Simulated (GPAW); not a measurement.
Ti3S4:

```
CELL_PARAMETERS angstrom
3.44438 0.00000 0.00000
-1.72219 2.98292 0.00000
0.00000 0.00000 11.81220
ATOMIC_POSITIONS crystal
Ti 0.66667 0.33333 0.87720
Ti 0.33333 0.66667 0.11136
Ti 0.33333 0.66667 0.38489
S 0.00000 0.00000 0.00034
S 0.00000 0.00000 0.50145
S 0.33333 0.66667 0.75884
S 0.66667 0.33333 0.25091
```

The cell comes from a database or a generator and needn't be the stable form of this composition.

Base run:

```yaml
Program: GPAW 26.7.0
Functional: LDA
Potentials_or_basis: the program's PAW data sets (release 1.2.1) made for this functional
Cutoff: 600 eV
Basis: pw
k_mesh: 6 × 6 × 2
Occupations: fermi-dirac, width 0.05 eV
Spin: no spin polarisation
```

Its results: pressure -7.8 GPa; largest force 0.434 eV/Å.

**Question.** The run is repeated on the same cell with these changes: functional from LDA to r2SCAN; potentials or basis from the program's PAW data sets (release 1.2.1) made for this functional to GPAW PAW data sets (gpaw-data 1.2.1). What comes out?

**Answer.** Pressure -1.1 GPa; largest force 0.259 eV/Å.

Caveats: the PAW data sets were made with another functional, which shifts forces and pressure a little (some runs).

Not every run made on this cell is shown here.
